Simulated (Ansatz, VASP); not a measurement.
# MoS2 in two plane-wave programs

Wanted: the spread between two codes on one cell, functional and k mesh. The structure shown is the start of the Ansatz relaxation below; VASP solves that cell, so the two are compared at the walk's first step.

Main program and level: Ansatz 0.2.0; plane waves, with VASP 6.6.1 beside it; single point at r2SCAN with D3(BJ).

### 1. The starting structure

The cell holds 6 atoms: 4 S and 2 Mo. Cell: a = 3.169 Å, b = 3.169 Å, c = 25.292 Å, α = 90.0°, β = 90.0°, γ = 120.0°. It derives from MoS2. Vacuum lies along c.

### 2. Ansatz: relaxation, r2SCAN with D3(BJ)

Ansatz runs on its default PAW (the set named soft_2) files.

The two programs are compared at the cell with which this relaxation starts, whose forces are those of its first step.

Contents of input.yaml:

```yaml
crystal:
  lattice:
    - [3.169, 0.0, 0.0]
    - [-1.5845, 2.744434505, 0.0]
    - [0.0, 0.0, 25.292296]
  atoms:
    - { symbol: S, position: [0.333333333, 0.666666667, 0.683698151] }
    - { symbol: Mo, position: [0.666666667, 0.333333333, 0.62181575] }
    - { symbol: S, position: [0.333333333, 0.666666667, 0.559933349] }
    - { symbol: S, position: [0.666666667, 0.333333333, 0.440066651] }
    - { symbol: Mo, position: [0.333333333, 0.666666667, 0.37818425] }
    - { symbol: S, position: [0.666666667, 0.333333333, 0.316301849] }
kpoints:
  mp_grid: { grid: [12, 12, 1] }
scf:
  occupations: { method: fermi_dirac, width: 0.02 }
  n_extra_bands: 8
hamiltonian:
  xc: r2scan
  pseudopotentials: { kind: paw }
  dispersion: d3bj
output:
  forces: true
  write_potential: true
  volumetric_format: []
relax:
  f_tol: 0.01
  max_steps: 40
  cell: { fix: [c, alpha, beta] }
```

Command:

```console
$ ansatz run input.yaml --threads 4 --pin off --max-ram 8192MiB --backend cpu --events-out ev --progress --plain --runs-dir out
```

Numbers of over 12 decimals in the logs are rounded to 6 here.

Log:

```text
Warning: the engine holds no damping parameters fitted to this dispersion correction and functional, so the run takes those fitted to r2scan beside the three-body term, which d3bj leaves out (hamiltonian.dispersion, under Limitations)
scf.n_extra_bands = 8 over 26 filled bands (N_el = 52.0): the run solves 34 bands
Engine: ansatz 0.2.0, aarch64-unknown-linux-gnu
Pseudopotentials: kind: paw
Pseudopotential: S, paw, valence charge 6, recommended cutoff 500 eV (meta_gga), S.paw.azcp
Pseudopotential: Mo, paw, valence charge 14, recommended cutoff 500 eV (meta_gga), Mo.paw.azcp
Functional definition: r2SCAN
  parameter k0 = 0.174
  parameter k1 = 0.065
  parameter a1 = 4.9479
  exchange = r2scan_x(k0 = k0, k1 = k1, a1 = a1)
  correlation = r2scan_c
Crystal: 6 atoms, lattice volume = 219.970 Å³
Basis set: ecut = 500 eV, 5547 PW (Γ), exchange–correlation on 96×96×768 points (64 copies of the dense FFT grid, shifted against one another)
Bands: 34, of which v1, the nominal top of the filled ones, is band 26 counted from 1 (25 counted from 0)
Symmetry: 12 space group operations
Space group: P-3m1 (ITA 164), of the structure as read, at distance tolerance 6.0e-5 Å
k-points: 19 of 144
Non-local potential: S, projectors of the file, l = 0: 2, l = 1: 2, l = 2: 2
Non-local potential: Mo, projectors of the file, l = 0: 3, l = 1: 2, l = 2: 2, l = 3: 1
PAW form: soft (Blöchl's): semilocal exchange-correlation on the pseudo side does not see the compensation charge
PAW frozen core: S, regenerated for the run's functional (the file was generated under x = pbe(κ = 0.804, μ = 0.219515), c = pbe(β = 0.066725))
PAW frozen core: Mo, regenerated for the run's functional (the file was generated under x = pbe(κ = 0.804, μ = 0.219515), c = pbe(β = 0.066725))
PAW one-centre angular grid: S, 302 points (default); XC on 160 Gauss nodes
PAW one-centre angular grid: Mo, 590 points (default); XC on 160 Gauss nodes
Initial density: superposition of atomic densities (neutral atoms: chi_scale 0, normalization atom), corrected by the library's trained network
Initial wavefunctions: pseudopotential atomic-orbital guess
Functional: x = r2scan, c = r2scan; τ floored in thin density (d = 2e-4 eV/Å³)
SCF iter   1: F=—  HF=-13565.148874 eV  |F-HF|=—  |Δ(HF+E_count)|=         —  Δρ=7.20e-3  dr2=1.88e-1  dr2_τ=1.02e-1  ethr=1.77e-3  ⟨swp⟩=11.6  Hψ=3761  notcnv=0
preconditioner: auto → none  [insulator: Δε(μ)=1.370 eV  Ē_g=8.599 eV  σ=0.020 eV  W_gap=1.00  n_scr=16 (ndim 8)  ℏωp=15.0 eV  f_vac=0.503  D(μ)=0.00/eV (n_scr^D=0)  ε∞_Penn≈4.1]
SCF iter   2: F=—  HF=-13565.390417 eV  |F-HF|=—  |Δ(HF+E_count)|=   2.42e-1  Δρ=1.07e-2  dr2=1.55e0  dr2_τ=3.99e-2  ethr=3.62e-4  ⟨swp⟩=4.1  Hψ=1632  notcnv=0  defer=50  recentre
SCF iter   3: F=—  HF=-13565.228235 eV  |F-HF|=—  |Δ(HF+E_count)|=   1.62e-1  Δρ=4.62e-3  dr2=7.97e-2  dr2_τ=1.17e-3  ethr=3.62e-4  ⟨swp⟩=4.9  Hψ=1615  notcnv=0  defer=45
SCF iter   4: F=—  HF=-13565.228136 eV  |F-HF|=—  |Δ(HF+E_count)|=   9.91e-5  Δρ=3.04e-3  dr2=1.31e-2  dr2_τ=9.15e-4  ethr=1.53e-4  ⟨swp⟩=2.5  Hψ=914  notcnv=0  defer=45
SCF iter   5: F=—  HF=-13565.232237 eV  |F-HF|=—  |Δ(HF+E_count)|=   4.10e-3  Δρ=1.15e-3  dr2=1.06e-3  dr2_τ=1.08e-4  ethr=2.52e-5  ⟨swp⟩=2.5  Hψ=1077  notcnv=0  defer=46
SCF iter   6: F=—  HF=-13565.233513 eV  |F-HF|=—  |Δ(HF+E_count)|=   1.28e-3  Δρ=4.04e-4  dr2=2.41e-4  dr2_τ=2.70e-5  ethr=2.04e-6  ⟨swp⟩=2.8  Hψ=1348  notcnv=0  defer=46
SCF iter   7: F=—  HF=-13565.233757 eV  |F-HF|=—  |Δ(HF+E_count)|=   2.43e-4  Δρ=1.41e-4  dr2=4.68e-5  dr2_τ=1.91e-6  ethr=4.63e-7  ⟨swp⟩=2.4  Hψ=905  notcnv=0  defer=46
SCF iter   8: F=—  HF=-13565.233943 eV  |F-HF|=—  |Δ(HF+E_count)|=   1.86e-4  Δρ=2.89e-5  dr2=1.72e-6  dr2_τ=1.30e-7  ethr=9.00e-8  ⟨swp⟩=2.6  Hψ=1050  notcnv=0  defer=46
SCF iter   9: F=—  HF=-13565.233944 eV  |F-HF|=—  |Δ(HF+E_count)|=   1.65e-6  Δρ=1.08e-5  dr2=2.68e-7  dr2_τ=1.62e-8  ethr=3.31e-9  ⟨swp⟩=2.5  Hψ=1185  notcnv=0  defer=46
SCF iter  10: F=-13565.233945 eV  HF=-13565.233945 eV  |F-HF|=6.83e-9  |Δ(HF+E_count)|=   2.12e-7  Δρ=2.53e-6  dr2=1.61e-8  dr2_τ=8.55e-10  ethr=1.92e-10  ⟨swp⟩=11.1  Hψ=4914  notcnv=0
SCF 1 converged in 10 iterations: F = -13565.233945 eV  dr2 = 1.61e-8
  greatest PAW one-centre occupation: 0.996 electrons in one spin orbital (limit 2), on the Mo atom at site 4 (counted from 0), in its partial waves of l = 0
relax step   1: F+E_penalty+E_count = -13565.23394459 eV  Δ(F+E_penalty+E_count) = +0.000e0 eV  max|allowed force component| = 2.246e-1 eV/Å  Δτ_max = 0.0000 Å  P = -0.451 GPa  Ω = 219.970 Å³  fix = [c, alpha, beta]  reactions: c -0.871 GPa  (10 SCF iters, dr2 threshold 1.00e-7 eV, accepted)
Crystal: 6 atoms, lattice volume = 221.900 Å³
Basis set: ecut = 500 eV, 5607 PW (Γ), exchange–correlation on 96×96×768 points (64 copies of the dense FFT grid, shifted against one another)
Initial density: handed on by an earlier stage of this run
[...]
Initial wavefunctions: pseudopotential atomic-orbital guess (no wavefunctions were taken with the density)
iter 1 solved again at ethr=1.07e-7 eV; its pass at ethr=3.10e-3 eV (dr2=5.57e-5 eV) is discarded
SCF iter   1: F=—  HF=-13565.238408 eV  |F-HF|=—  |Δ(HF+E_count)|=         —  Δρ=1.46e-5  dr2=1.81e-8  dr2_τ=8.11e-9  ethr=1.07e-7  ⟨swp⟩=4.2  Hψ=6144  notcnv=0
eigensolver tolerance schedule: the retry pair's looser diagonalisation over-reported the residual by 3083.61 of it (diagonalisation noise at 0.12 of the residual, at the tolerance the schedule requests for it); recorded, not acted on — ethr = c·dr2/N_el stays at c = 1.0e-1
preconditioner: auto → none  [insulator: Δε(μ)=1.290 eV  Ē_g=8.571 eV  σ=0.020 eV  W_gap=1.00  n_scr=16 (ndim 8)  ℏωp=15.0 eV  f_vac=0.502  D(μ)=0.00/eV (n_scr^D=0)  ε∞_Penn≈4.1]
SCF iter   2: F=—  HF=-13565.238612 eV  |F-HF|=—  |Δ(HF+E_count)|=   2.05e-4  Δρ=7.52e-6  dr2=9.04e-8  dr2_τ=9.04e-8  ethr=3.47e-11  ⟨swp⟩=4.3  Hψ=1895  notcnv=0
SCF iter   3: F=—  HF=-13565.238614 eV  |F-HF|=—  |Δ(HF+E_count)|=   2.21e-6  Δρ=6.09e-6  dr2=9.31e-8  dr2_τ=4.17e-8  ethr=3.47e-11  ⟨swp⟩=3.6  Hψ=1424  notcnv=0
SCF iter   4: F=—  HF=-13565.238648 eV  |F-HF|=—  |Δ(HF+E_count)|=   3.30e-5  Δρ=2.51e-6  dr2=9.92e-9  dr2_τ=4.07e-9  ethr=3.47e-11  ⟨swp⟩=4.3  Hψ=1629  notcnv=0
SCF iter   5: F=—  HF=-13565.238655 eV  |F-HF|=—  |Δ(HF+E_count)|=   7.66e-6  Δρ=1.09e-6  dr2=8.07e-10  dr2_τ=7.68e-10  ethr=1.91e-11  ⟨swp⟩=3.4  Hψ=1486  notcnv=0
SCF iter   6: F=—  HF=-13565.238658 eV  |F-HF|=—  |Δ(HF+E_count)|=   2.66e-6  Δρ=5.02e-7  dr2=4.33e-10  dr2_τ=1.47e-10  ethr=1.55e-12  ⟨swp⟩=4.1  Hψ=1633  notcnv=0
SCF iter   7: F=-13565.238659 eV  HF=-13565.238659 eV  |F-HF|=7.42e-10  |Δ(HF+E_count)|=   1.01e-6  Δρ=8.74e-8  dr2=4.54e-11  dr2_τ=1.39e-12  ethr=1.00e-12  ⟨swp⟩=6.5  Hψ=4385  notcnv=0
SCF 5 converged in 7 iterations: F = -13565.238659 eV  dr2 = 4.54e-11
relax step   5: F+E_penalty+E_count = -13565.23865884 eV  Δ(F+E_penalty+E_count) = -2.749e-5 eV  max|allowed force component| = 2.796e-3 eV/Å  Δτ_max = 0.0000 Å  P = -0.022 GPa  Ω = 220.210 Å³  fix = [c, alpha, beta]  reactions: c -0.016 GPa  stress off target by 2.49e-2 GPa on what of the cell is left free  SCF on the basis re-selected at this cell (its energy is not comparable with the rows above)  (7 SCF iters)
basis re-selected at this cell: Δ(F+E_penalty+E_count) = -2.749e-5 eV, ΔP = -0.000 GPa vs the last step (what re-selecting the basis moved, of the pressure what is left beyond the Pulay correction that the steps carried, after the strain that the cell walked since its last selection, with what the two solves' SCF thresholds leave and, on support functions, any second-order correction that the steps lacked; it is no m [...]
WARN: The output density's exchange-correlation potential varies sharply where the density is thin. Do not read a vacuum level from v_tot or v_xc, or from such a field of the output density. On a cell that repeats whose density bears no net charge and no dipole along the vacuum's axis use v_es (v_loc + v_h of the components); under efield.dipole_correction with no amplitude use v_es + v_field, which holds any externa [...]
SCF converged after 7 iterations
Free energy (F): -13565.238659 eV
Harris-Foulkes:  -13565.238659 eV  (|F-HF|=7.42e-10)
Internal energy: -13565.238659 eV  (E = F + TS)
E sigma→0 (E₀):  -13565.238659 eV
Fermi energy:    2.875809 eV
--- Per-component energies (eV) ---
  E_band       = -784.873381
  E_kinetic    = 1309.863914
  E_local      = -39241.023785  (includes V_loc(G=0)·N_el)
  E_nonlocal   = 396.895749
  E_hartree    = 18949.134621
  E_xc         = -725.277425
  E_vxc        = -892.292579  (∫ρ·V_xc dr)
  E_paw        = -8871.693447  (= ΣΔE_a)
  E_vpaw       = -308.318743  (= ΣTr[D̂ρ^β])
  E_aug_tail   = 0.000019  (compensation charges beyond the density's cutoff)
  E_vtau       = 51.731506  (kinetic-family band-sum trace: ∫τ·v_τ [+ j·A + Jᵃ·Aᵃ] dr)
  E_ewald      = 14618.714641
  E_disp       = -0.971471  (pairwise vdW)
  E_core_change = -0.881474  (= ΣΔE_core)
  E_smearing   = -0.000000  (= −TS)
  E_closure    = -0.000000  (closes the sum)
  Σ components = -13565.238659   (vs F -13565.238659, Δ=0.00e0)
--- Forces (eV/Å), atoms counted from 1 ---
  atom   1  S      0.00000000     0.00000000    -0.00250824
  atom   2  Mo     0.00000000     0.00000000     0.00279575
  atom   3  S      0.00000000     0.00000000    -0.00066441
  atom   4  S      0.00000000    -0.00000000     0.00066441
  atom   5  Mo    -0.00000000    -0.00000000    -0.00279575
  atom   6  S      0.00000000    -0.00000000     0.00250824
  max |Σ_I F_I| component: 4.34e-19 eV/Å
--- Stress (GPa, compression-positive) ---
       -0.024858      -0.000000      -0.000000
        0.000000      -0.024858      -0.000000
       -0.000000      -0.000000      -0.015725
  P = ⅓ Tr σ = -0.0218 GPa (-0.218 kbar)
--- Band table (eV; the first three rows and the last of 19) ---
  k-point 0: bands = [... 22 lower, 0.1246, 0.3837, 1.5930, 2.2449, 4.7110, 4.7110, 4.7263, 4.7263, ... 4 higher]
  k-point 1: bands = [... 22 lower, 0.3146, 0.7383, 1.5648, 2.1014, 4.6043, 4.6199, 4.7047, 4.7564, ... 4 higher]
  k-point 2: bands = [... 22 lower, 0.3953, 0.8142, 1.3905, 1.6332, 4.1787, 4.4062, 4.5098, 4.5534, ... 4 higher]
  k-point 18: bands = [... 22 lower, -0.5051, -0.5051, 1.6821, 1.7558, 3.5344, 3.5344, 4.7711, 5.2767, ... 4 higher]
--- Relaxed structure (4 steps of the walk, 3 accepted, 1 SCFs on fresh bases) ---
  F+E_penalty+E_count = -13565.23865884 eV   max|allowed force component| = 2.796e-3 eV/Å   (the final SCF, on the basis selected at the relaxed cell)
  cell:  # Å, volume = 220.2105 Å³
    - [3.170732, 0.0, 0]
    - [-1.585366, 2.745934, 0]
    - [0, 0, 25.292296]
  atoms:
    - { symbol: S, position: [0.333333, 0.666667, 0.683840] }
    - { symbol: Mo, position: [0.666667, 0.333333, 0.622370] }
    - { symbol: S, position: [0.333333, 0.666667, 0.560927] }
    - { symbol: S, position: [0.666667, 0.333333, 0.439073] }
    - { symbol: Mo, position: [0.333333, 0.666667, 0.377630] }
    - { symbol: S, position: [0.666667, 0.333333, 0.316160] }
```

(Part 1 of 2 ends here.)

[Lines on the potential files, build, host, timing and source positions are cut from VASP's logs without a mark.]

[Logs are printed without paths, hosts, clocks, repeated set-up lines and the standing remarks that a program may print on its own settings, such as how far it seeks lower states.]

[Hosts, paths, dates, database ids (printed as entryN), source tags and the programs' standing remarks are cut or masked in the printed files.]
